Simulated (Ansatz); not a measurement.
# Bands of MgH$_{2}$

```
Mg H
1.0
     0.00000    2.37871    2.37871
     2.37871    0.00000    2.37871
     2.37871    2.37871    0.00000
Mg H
1 2
Direct
  0.00000 0.00000 0.00000
  0.25000 0.25000 0.25000
  0.75000 0.75000 0.75000
```

Atoms are numbered in the order listed.

The cell was built from the fluorite type and relaxed in the same program, and has space group Fm-3m; it needn't be a known or the stable phase.

All numbers below come from DFT, PBE, all-electron LAPW, scalar-relativistic in Ansatz 0.2.0.

The runs use a Γ-centred 14×14×14 k mesh, Fermi–Dirac smearing of 0.05 eV, basis error target 1 meV/atom, no spin polarisation.

Points in fractions of the reciprocal vectors of this cell: Γ (0, 0, 0), X (0.5, 0, 0.5), U (0.625, 0.25, 0.625), K (0.375, 0.375, 0.75), L (0.5, 0.5, 0.5), W (0.5, 0.25, 0.75). The path joins them by straight lines in the order Γ–X–U–K–Γ–L–W–X; legs that retrace an earlier one aren't tabulated. Energies are in eV from the Fermi level.

Task: Metal or insulator at this level of theory?

Result: No gap opens: metallic or semimetallic.

Task: Tabulate bands 4 to 8, counted from the lowest band of the run, along the path.

Result: 
| k (1/Å) | point | band 4 | band 5 | band 6 | band 7 | band 8 |
| --- | --- | --- | --- | --- | --- | --- |
| 0.00 | Γ | -43.28 | -10.02 | 0.85 | 9.28 | 9.28 |
| 0.19 |  | -43.28 | -9.90 | 0.58 | 8.59 | 8.59 |
| 0.38 |  | -43.28 | -9.52 | -0.05 | 7.49 | 7.49 |
| 0.57 |  | -43.28 | -8.92 | -0.80 | 6.49 | 6.49 |
| 0.75 |  | -43.29 | -8.10 | -1.47 | 4.11 | 5.70 |
| 0.94 |  | -43.29 | -7.14 | -1.98 | 1.94 | 5.13 |
| 1.13 |  | -43.29 | -6.21 | -2.30 | 0.28 | 4.78 |
| 1.32 | X | -43.29 | -5.76 | -2.41 | -0.41 | 4.67 |
| 1.39 |  | -43.29 | -5.75 | -2.45 | -0.39 | 4.62 |
| 1.45 |  | -43.29 | -5.71 | -2.57 | -0.34 | 4.49 |
| 1.52 |  | -43.29 | -5.64 | -2.76 | -0.26 | 4.35 |
| 1.59 |  | -43.29 | -5.55 | -3.03 | -0.14 | 4.24 |
| 1.65 |  | -43.29 | -5.43 | -3.35 | 0.00 | 4.19 |
| 1.72 |  | -43.29 | -5.28 | -3.71 | 0.18 | 4.19 |
| 1.79 | U | -43.29 | -5.11 | -4.12 | 0.40 | 4.26 |
| 1.90 |  | -43.29 | -5.02 | -4.32 | 0.60 | 3.73 |
| 2.02 |  | -43.29 | -4.92 | -4.51 | 0.95 | 2.93 |
| 2.13 |  | -43.29 | -4.81 | -4.67 | 1.42 | 2.23 |
| 2.25 |  | -43.29 | -4.81 | -4.67 | 1.42 | 2.23 |
| 2.37 |  | -43.29 | -4.92 | -4.51 | 0.95 | 2.93 |
| 2.48 |  | -43.29 | -5.02 | -4.32 | 0.60 | 3.73 |
| 2.60 | K | -43.29 | -5.11 | -4.12 | 0.40 | 4.26 |
| 2.80 |  | -43.29 | -5.42 | -4.45 | 1.23 | 4.79 |
| 3.00 |  | -43.29 | -6.70 | -3.58 | 2.32 | 5.75 |
| 3.20 |  | -43.28 | -7.84 | -2.53 | 3.66 | 7.05 |
| 3.40 |  | -43.28 | -8.78 | -1.39 | 5.20 | 8.60 |
| 3.60 |  | -43.28 | -9.46 | -0.29 | 6.86 | 8.65 |
| 3.80 |  | -43.28 | -9.88 | 0.54 | 8.44 | 8.91 |
| 4.00 | Γ | -43.28 | -10.02 | 0.85 | 9.28 | 9.28 |
| 4.16 |  | -43.28 | -9.93 | 0.64 | 8.76 | 9.14 |
| 4.32 |  | -43.28 | -9.65 | 0.03 | 7.89 | 8.85 |
| 4.49 |  | -43.28 | -9.18 | -0.91 | 7.18 | 8.60 |
| 4.65 |  | -43.28 | -8.55 | -2.05 | 6.73 | 8.47 |
| 4.81 |  | -43.28 | -7.75 | -3.29 | 6.55 | 8.26 |
| 4.98 |  | -43.28 | -6.80 | -4.53 | 6.60 | 7.57 |
| 5.14 | L | -43.28 | -5.77 | -5.66 | 6.74 | 7.22 |
| 5.27 |  | -43.29 | -5.72 | -5.62 | 6.08 | 6.57 |
| 5.41 |  | -43.29 | -5.58 | -5.49 | 4.87 | 5.35 |
| 5.54 |  | -43.29 | -5.36 | -5.30 | 3.66 | 4.14 |
| 5.67 |  | -43.29 | -5.09 | -5.05 | 2.60 | 3.08 |
| 5.81 |  | -43.29 | -4.82 | -4.79 | 1.74 | 2.22 |
| 5.94 |  | -43.29 | -4.59 | -4.59 | 1.18 | 1.65 |
| 6.07 | W | -43.29 | -4.51 | -4.51 | 0.98 | 1.45 |
| 6.17 |  | -43.29 | -4.83 | -4.15 | 0.74 | 1.75 |
| 6.26 |  | -43.29 | -5.11 | -3.78 | 0.40 | 2.25 |
| 6.36 |  | -43.29 | -5.34 | -3.39 | 0.12 | 2.81 |
| 6.45 |  | -43.29 | -5.52 | -3.02 | -0.11 | 3.40 |
| 6.55 |  | -43.29 | -5.66 | -2.71 | -0.28 | 3.98 |
| 6.64 |  | -43.29 | -5.74 | -2.49 | -0.38 | 4.47 |
| 6.74 | X | -43.29 | -5.76 | -2.41 | -0.41 | 4.67 |
